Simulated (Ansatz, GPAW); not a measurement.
# A Pd chain with two C atoms in line: relaxation, then transmission at several levels, part 3 of 4

How well does a Pd chain with two C atoms in line conduct once its atoms have relaxed, and how much do cheaper levels lose?

GPAW 26.7.0 and Ansatz 0.2.0; Ansatz plane waves; relaxation of the junction with the lead ends held (the session's first sound run).

So far, transmission at the Fermi level (one spin): step 3 (plane waves, PBE) 2.47; step 4 (GPAW, dzp, PBE, GPAW) 2.46. Also open channels of the lead at the Fermi level (one spin): step 3 4.

## (5) Single-zeta polarised basis

Level of this step: GPAW LCAO, PAW setups; Landauer transmission from Green's functions with principal layers (ASE), zero bias (GPAW).

The second zeta is dropped, the polarisation orbitals stay.

File run.py:

```python
import json
import numpy as np
from ase import Atoms
from ase.transport.calculators import TransportCalculator
from gpaw import GPAW, FermiDirac
from gpaw.lcao.tools import get_lcao_hamiltonian
from scipy.linalg import eigh

# The junction with lead layers at both ends, along the third cell vector
device = Atoms(
    ['Pd', 'Pd', 'Pd', 'Pd', 'Pd', 'Pd', 'Pd', 'Pd', 'C', 'C', 'Pd', 'Pd', 'Pd', 'Pd', 'Pd', 'Pd', 'Pd', 'Pd'],
    positions=[
        [4.50000, 4.50000, 1.25000],
        [4.50000, 4.50000, 3.75000],
        [4.50000, 4.50000, 6.25000],
        [4.50000, 4.50000, 8.75000],
        [4.50000, 4.50000, 11.25000],
        [4.50000, 4.50000, 13.75000],
        [4.48710, 4.24994, 16.33299],
        [4.49330, 5.10719, 18.79022],
        [4.47704, 4.61956, 20.61789],
        [4.44232, 4.40367, 21.88615],
        [4.31041, 3.92956, 23.71242],
        [4.56480, 4.76021, 26.16578],
        [4.50000, 4.50000, 28.74700],
        [4.50000, 4.50000, 31.24700],
        [4.50000, 4.50000, 33.74700],
        [4.50000, 4.50000, 36.24700],
        [4.50000, 4.50000, 38.74700],
        [4.50000, 4.50000, 41.24700]],
    cell=[[9.0, 0.0, 0.0], [0.0, 9.0, 0.0], [0.0, 0.0, 42.497]],
    pbc=True)

# One principal layer of the lead: the first 5 atoms of the device
lead = Atoms(
    ['Pd', 'Pd', 'Pd', 'Pd', 'Pd'],
    positions=[
        [4.50000, 4.50000, 1.25000],
        [4.50000, 4.50000, 3.75000],
        [4.50000, 4.50000, 6.25000],
        [4.50000, 4.50000, 8.75000],
        [4.50000, 4.50000, 11.25000]],
    cell=[[9.0, 0.0, 0.0], [0.0, 9.0, 0.0], [0.0, 0.0, 12.5]],
    pbc=True)

settings = dict(mode='lcao', basis='szp(dzp)', xc='PBE', h=0.2,
                occupations=FermiDirac(0.1), maxiter=250,
                mixer=dict(beta=0.1, nmaxold=8, weight=100.0),
                convergence=dict(density=0.0001))
energies = np.arange(-2, 2 + 1e-9, 0.025)
eta = 0.0001
n1, n2 = 1, 1
# k and -k transmit alike, so half of the mesh across the current serves
mesh = [(i, j) for i in range(n1) for j in range(n2) if (i, j) <= (-i % n1, -j % n2)]
weights = np.array([1 if (i, j) == (-i % n1, -j % n2) else 2 for i, j in mesh]) / (n1 * n2)

# [... helper functions left out ...]
fermi_lead = ground_state(lead, (1, 1, 9), 'lead.txt')
fermi_device = ground_state(device, (1, 1, 2), 'device.txt')
# [... loop over the mesh left out, but for ...]
        # Shift the lead onto the potential of the device's first layer
        shift = ((H[:, 0, 0] - H0[:, 0, 0]) / S0[0, 0]).real.mean()
# [...]
kT = 8.617333e-5 * 300
bias = [0.1, 0.2, 0.5, 1.0, 1.5, 2.0]
# [... integrals and printing left out ...]
```

Run with:

```bash
$ OMP_NUM_THREADS=1 OPENBLAS_NUM_THREADS=1 python run.py
```

Numbers of over 12 decimals in the logs are rounded to 6 here.

Log:

```text
basis functions: device 258, principal layer 75
Fermi level: lead -4.1832 eV, device -4.3407 eV; lead shifted by -0.0003 eV
largest coupling past the next layer 1.09e-04 eV, largest misfit of the first layer 0.067 eV
  E-E_F (eV)   T (one spin)  [channel counts left out]
    -2.000    6.6076e-01
    -1.975    6.7622e-01
    -1.950    6.9390e-01
[...]
1.975    6.0143e-02
     2.000    6.0431e-02
conductance at 300 K: 1.8168 G0 a cell; thermopower 50.82 uV/K
current from the zero-bias T(E) at 0.1 V: 13.78 uA
current from the zero-bias T(E) at 0.2 V: 26.338 uA
current from the zero-bias T(E) at 0.5 V: 55.479 uA
current from the zero-bias T(E) at 1.0 V: 89.394 uA
current from the zero-bias T(E) at 1.5 V: 111.4 uA
current from the zero-bias T(E) at 2.0 V: 138.31 uA
```

Wall time 3.9 min (1 thread of Arm Neoverse V2, shared host); peak memory 1.6 GiB.

This step gave:

* conductance: 1.817 G₀
* largest coupling past the next principal layer: 1.09e-4 eV
* largest misfit of the first principal layer: 0.06656 eV
* shift that aligns the lead: -2.62e-4 eV
* basis functions of the junction: 258
* basis functions of a principal layer: 75
* transmission at the Fermi level (one spin): 2.014

One spin. Transmission, zone mean against energy, zero at the Fermi level:

energy (eV), transmission, zone mean and a bar:
```
   -2.000       0.66 #######
   -1.900       0.74 ########
   -1.800       0.85 #########
   -1.700       1.02 ###########
   -1.600       1.24 ##############
   -1.500       1.40 ################
   -1.475       1.41 ################
   -1.400       1.31 ###############
   -1.300       0.88 ##########
   -1.200       0.62 #######
   -1.100       0.51 #####
   -1.000       1.04 ############
   -0.900       1.48 #################
   -0.875       1.50 #################
   -0.800       1.34 ###############
   -0.700       0.97 ###########
   -0.625       1.44 ################
   -0.600       0.69 #######
   -0.500       1.16 #############
   -0.400       1.73 ####################
   -0.300       1.61 ##################
   -0.200       1.98 #######################
   -0.100       2.52 #############################
   -0.075       2.59 ##############################
    0.000       2.01 #######################
    0.100       0.57 ######
    0.200       0.30 ###
    0.300       0.19 ##
    0.400       0.15 #
    0.500       0.12 #
    0.600       0.11 #
    0.700       0.09 
    0.800       0.08 
    0.900       0.08 
    1.000       0.07 
    1.100       0.07 
    1.200       0.06 
    1.300       0.06 
    1.400       0.06 
    1.500       0.06 
    1.600       0.06 
    1.700       0.06 
    1.800       0.06 
    1.900       0.06 
    2.000       0.06
```

The conductance, 1.82 G₀, lies 22 % below that of the dzp run.

## (6) Minimal basis

One function for each valence shell of the setup, as for a first survey of a large system.

run.py: that of step 5 with these lines changed.

```diff
@@ -45,3 +45,3 @@
 
-settings = dict(mode='lcao', basis='szp(dzp)', xc='PBE', h=0.2,
+settings = dict(mode='lcao', basis='sz(dzp)', xc='PBE', h=0.2,
                 occupations=FermiDirac(0.1), maxiter=250,
```

Log:

```text
basis functions: device 200, principal layer 60
Fermi level: lead -4.1979 eV, device -4.3670 eV; lead shifted by -0.0003 eV
largest coupling past the next layer 1.09e-04 eV, largest misfit of the first layer 0.039 eV
  E-E_F (eV)   T (one spin)  [channel counts left out]
    -2.000    8.0473e-01
    -1.975    8.2011e-01
    -1.950    8.3804e-01
[...]
1.975    6.1530e-02
     2.000    6.1920e-02
conductance at 300 K: 1.7663 G0 a cell; thermopower 39.96 uV/K
current from the zero-bias T(E) at 0.1 V: 13.496 uA
current from the zero-bias T(E) at 0.2 V: 26.233 uA
current from the zero-bias T(E) at 0.5 V: 58.964 uA
current from the zero-bias T(E) at 1.0 V: 96.962 uA
current from the zero-bias T(E) at 1.5 V: 123.12 uA
current from the zero-bias T(E) at 2.0 V: 152.97 uA
```

Elapsed: 3 min, on 1 thread; peak memory 1.5 GiB.

Numbers from this step:

* conductance: 1.766 G₀
* largest misfit of the first principal layer: 0.03924 eV
* shift that aligns the lead: -3.13e-4 eV
* basis functions of the junction: 200
* basis functions of a principal layer: 60
* transmission at the Fermi level (one spin): 1.885

One spin. Transmission, zone mean against energy, zero at the Fermi level:

```csv
energy (eV),"transmission, zone mean"
-2.000,0.805
-1.900,0.881
-1.800,1.00
-1.700,1.17
-1.600,1.39
-1.500,1.57
-1.450,1.60
-1.400,1.55
-1.300,1.17
-1.200,0.725
-1.100,0.514
-1.000,0.850
-0.900,1.64
-0.850,1.72
-0.800,1.67
-0.700,1.19
-0.600,1.81
-0.500,1.12
-0.400,1.84
-0.300,1.94
-0.200,2.28
-0.125,2.44
-0.100,2.42
0.000,1.88
0.100,0.783
0.200,0.408
0.300,0.246
0.400,0.174
0.500,0.136
0.600,0.114
0.700,0.0985
0.800,0.0876
0.900,0.0794
1.000,0.0732
1.100,0.0685
1.200,0.0650
1.300,0.0625
1.400,0.0608
1.500,0.0597
1.600,0.0592
1.700,0.0591
1.800,0.0596
1.900,0.0605
2.000,0.0619
```

The conductance, 1.77 G₀, lies 24 % below that of the dzp run.

## (7) RPBE in the dzp basis: xc = "RPBE"

Back in the dzp basis, the functional changes from PBE to RPBE, to set the spread between functionals beside that between bases.

run.py: that of step 6 with these lines changed.

```diff
@@ -45,3 +45,3 @@
 
-settings = dict(mode='lcao', basis='sz(dzp)', xc='PBE', h=0.2,
+settings = dict(mode='lcao', basis='dzp', xc='RPBE', h=0.2,
                 occupations=FermiDirac(0.1), maxiter=250,
```

Log:

```text
basis functions: device 458, principal layer 135
Fermi level: lead -3.8685 eV, device -3.9620 eV; lead shifted by -0.0012 eV
largest coupling past the next layer 1.02e-04 eV, largest misfit of the first layer 0.048 eV
  E-E_F (eV)   T (one spin)  [channel counts left out]
    -2.000    9.8368e-01
    -1.975    9.8940e-01
    -1.950    9.9924e-01
[...]
1.975    7.2082e-02
     2.000    7.2439e-02
conductance at 300 K: 2.3359 G0 a cell; thermopower 26.43 uV/K
current from the zero-bias T(E) at 0.1 V: 17.754 uA
current from the zero-bias T(E) at 0.2 V: 33.636 uA
current from the zero-bias T(E) at 0.5 V: 68.149 uA
current from the zero-bias T(E) at 1.0 V: 104.61 uA
current from the zero-bias T(E) at 1.5 V: 136.16 uA
current from the zero-bias T(E) at 2.0 V: 159.86 uA
```

Elapsed: 6.3 min, on 1 thread; peak memory 1.7 GiB.

This step gave:

```yaml
conductance: 2.336 G₀
largest_coupling_past_the_next_principal_layer: 1.02e-4 eV
largest_misfit_of_the_first_principal_layer: 0.04837 eV
shift_that_aligns_the_lead: -0.001194 eV
basis_functions_of_the_junction: 458
basis_functions_of_a_principal_layer: 135
transmission_at_the_fermi_level_one_spin: 2.466
```

One spin. Transmission, zone mean against energy, zero at the Fermi level:

```csv
energy (eV),"transmission, zone mean"
-2.000,0.984
-1.900,1.03
-1.800,1.13
-1.700,1.27
-1.600,1.45
-1.500,1.63
-1.400,1.73
-1.375,1.74
-1.300,1.68
-1.200,1.40
-1.100,0.919
-1.000,0.524
-0.900,0.705
-0.800,1.83
-0.775,1.84
-0.700,1.62
-0.600,1.24
-0.525,1.84
-0.500,1.27
-0.400,1.70
-0.300,1.74
-0.200,2.32
-0.100,2.79
0.000,2.47
0.100,0.935
0.200,0.405
0.300,0.308
0.400,0.240
0.500,0.192
0.600,0.158
0.700,0.134
0.800,0.115
0.900,0.102
1.000,0.0920
1.100,0.0847
1.200,0.0794
1.300,0.0756
1.400,0.0730
1.500,0.0713
1.600,0.0703
1.700,0.0701
1.800,0.0704
1.900,0.0712
2.000,0.0724
```

The conductance equals that of the dzp run to 0.2 %.

## (8) The structure as built: geometry = "as built"

The dzp basis with PBE on the structure as first built shows what the relaxation was worth.

run.py: that of step 7 with these lines changed.

```diff
@@ -18,8 +18,8 @@
         [4.50000, 4.50000, 13.75000],
-        [4.48710, 4.24994, 16.33299],
-        [4.49330, 5.10719, 18.79022],
-        [4.47704, 4.61956, 20.61789],
-        [4.44232, 4.40367, 21.88615],
-        [4.31041, 3.92956, 23.71242],
-        [4.56480, 4.76021, 26.16578],
+        [4.50000, 4.50000, 16.25000],
+        [4.50000, 4.50000, 18.75000],
+        [4.50000, 4.50000, 20.60850],
+        [4.50000, 4.50000, 21.88850],
+        [4.50000, 4.50000, 23.74700],
+        [4.50000, 4.50000, 26.24700],
         [4.50000, 4.50000, 28.74700],
@@ -45,3 +45,3 @@
 
-settings = dict(mode='lcao', basis='dzp', xc='RPBE', h=0.2,
+settings = dict(mode='lcao', basis='dzp', xc='PBE', h=0.2,
                 occupations=FermiDirac(0.1), maxiter=250,
```

Log:

```text
basis functions: device 458, principal layer 135
Fermi level: lead -4.0202 eV, device -4.1314 eV; lead shifted by 0.0006 eV
largest coupling past the next layer 1.07e-04 eV, largest misfit of the first layer 0.041 eV
  E-E_F (eV)   T (one spin)  [channel counts left out]
    -2.000    1.5395e+00
    -1.975    1.5783e+00
    -1.950    1.6120e+00
[...]
1.975    3.6663e-02
     2.000    3.6335e-02
conductance at 300 K: 2.7854 G0 a cell; thermopower 5.51 uV/K
current from the zero-bias T(E) at 0.1 V: 21.403 uA
current from the zero-bias T(E) at 0.2 V: 41.411 uA
current from the zero-bias T(E) at 0.5 V: 86.841 uA
current from the zero-bias T(E) at 1.0 V: 143.67 uA
current from the zero-bias T(E) at 1.5 V: 183.95 uA
current from the zero-bias T(E) at 2.0 V: 211.7 uA
```

Run time: 4.8 min. Hardware: 1 thread; peak memory 1.7 GiB.

Numbers from this step:

| Item | Value |
| --- | --- |
| conductance | 2.785 G₀ |
| largest coupling past the next principal layer | 1.07e-4 eV |
| largest misfit of the first principal layer | 0.04101 eV |
| shift that aligns the lead | 6.30e-4 eV |
| transmission at the Fermi level (one spin) | 2.827 |

One spin. Table of transmission, zone mean by energy, zero at the Fermi level:

```csv
energy (eV),"transmission, zone mean"
-2.000,1.54
-1.900,1.67
-1.800,1.70
-1.700,1.67
-1.600,1.59
-1.500,1.49
-1.400,1.39
-1.300,1.29
-1.200,1.23
-1.100,1.21
-1.000,1.22
-0.900,1.29
-0.800,1.44
-0.700,1.67
-0.600,2.00
-0.500,2.38
-0.400,2.47
-0.300,2.60
-0.200,2.73
-0.100,2.82
-0.050,2.83
0.000,2.83
0.100,2.58
0.200,0.901
0.300,0.594
0.400,0.347
0.500,0.216
0.600,0.150
0.700,0.113
0.800,0.0909
0.900,0.0768
1.000,0.0671
1.100,0.0602
1.200,0.0550
1.300,0.0510
1.400,0.0478
1.500,0.0451
1.600,0.0429
1.700,0.0409
1.800,0.0392
1.900,0.0377
2.000,0.0363
```

The conductance, 2.79 G₀, lies 19 % above that of the dzp run.

## (9) The ladder

Times are wall times on the hardware named with each run. The runs compared:

```csv
no.,run,conductance (G₀),time,memory (GiB)
1,pw PBE,2.377,2.3 min,5.2
2,dzp,2.337,6.5 min,1.7
3,szp,1.817,3.9 min,1.6
4,sz,1.766,3 min,1.5
5,dzp RPBE,2.336,6.3 min,1.7
6,asbuilt,2.785,4.8 min,1.7
```

## (10) The levels side by side

The curves are compared point by point over the common energies.

This step: comparison of transmission and cost over codes, levels and geometry (GPAW 26.7.0).

Ladder, by row:

```csv
step,code,T at the Fermi level (sum over the listed spins),conductance (G0),r.m.s. T(E) from the first,wall time (s),peak memory (GiB),threads
pw-pbe,Ansatz,2.465,2.377,0,137.2,5.23,4
dzp,GPAW,2.455,2.337,0.226,387.3,1.72,1
szp,GPAW,2.014,1.817,0.3403,236,1.61,1
sz,GPAW,1.885,1.766,0.2256,177.4,1.54,1
dzp-RPBE,GPAW,2.466,2.336,0.2054,376.5,1.71,1
asbuilt,GPAW,2.827,2.785,0.398,286.2,1.71,1
```

Transmission, zone mean, sum over the listed spins against energy, zero at the Fermi level:

```csv
energy (eV),pw-pbe,dzp,szp,sz,dzp-RPBE,asbuilt
-2.0000,1.12,1.01,0.661,0.805,0.984,1.54
-1.7500,1.33,1.21,0.932,1.08,1.19,1.69
-1.5000,1.76,1.64,1.40,1.57,1.63,1.49
-1.4250,1.80,1.73,1.37,1.58,1.72,1.41
-1.2500,1.41,1.60,0.706,0.911,1.57,1.26
-1.0000,0.525,0.548,1.04,0.850,0.524,1.22
-0.8750,1.76,0.814,1.50,1.70,1.05,1.32
-0.8500,1.80,1.21,1.48,1.72,1.45,1.36
-0.7500,1.59,1.83,1.09,1.45,1.79,1.54
-0.6000,2.04,1.29,0.687,1.81,1.24,2.00
-0.5000,1.13,1.93,1.16,1.12,1.27,2.38
-0.2500,2.16,1.99,1.72,2.09,1.96,2.67
-0.1250,2.64,2.72,2.41,2.44,2.75,2.80
-0.1000,2.66,2.76,2.52,2.42,2.79,2.82
-0.0750,2.65,2.75,2.59,2.38,2.79,2.83
0.0000,2.47,2.46,2.01,1.88,2.47,2.83
0.2500,0.298,0.340,0.236,0.310,0.353,0.755
0.5000,0.166,0.182,0.121,0.136,0.192,0.216
0.7500,0.108,0.115,0.0888,0.0926,0.124,0.101
1.0000,0.0829,0.0856,0.0722,0.0732,0.0920,0.0671
1.2500,0.0720,0.0723,0.0634,0.0637,0.0773,0.0529
1.5000,0.0680,0.0670,0.0593,0.0597,0.0713,0.0451
1.7500,0.0681,0.0662,0.0586,0.0593,0.0702,0.0400
2.0000,0.0713,0.0684,0.0604,0.0619,0.0724,0.0363
```

[end of part 3 of 4]

[Logs are printed without paths, hosts, clocks, repeated set-up lines and the standing remarks that a program may print on its own settings, such as how far it seeks lower states.]

[Hosts, paths, dates, database ids (printed as entryN), source tags and the programs' standing remarks are cut or masked in the printed files.]
